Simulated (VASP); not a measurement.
The system is Tl.

```xyz
1
Lattice="-1.9410 1.9410 1.9410 1.9410 -1.9410 1.9410 1.9410 1.9410 -1.9410" Properties=species:S:1:pos:R:3 pbc="T T T"
Tl    0.0000    0.0000    0.0000
```

This isn't the form of Tl at room conditions, which is hcp.

Base run:

- Program: VASP 6.6.1
- Functional: r2SCAN
- Potentials or basis: VASP PAW PBE potentials, release 64 (Tl_d)
- Cutoff: 520 eV
- k mesh: 13 × 13 × 13
- Occupations: fermi-dirac, width 0.05 eV
- Spin: no spin polarisation

Its results: band gap on the k mesh none (metal or under the smearing width); pressure 0.9 GPa.

The run is repeated on the same cell with these changes: functional from r2SCAN to PBE; further incar settings from ALGO = Normal; EDIFF = 1e-06; NBANDS = 12 to ALGO = Normal; EDIFF = 1e-07; NBANDS = 12. What comes out?

Band gap on the k mesh none (metal or under the smearing width); pressure 2.2 GPa.

Caveats: the PAW data sets were made with another functional, which shifts forces and pressure a little (some runs).
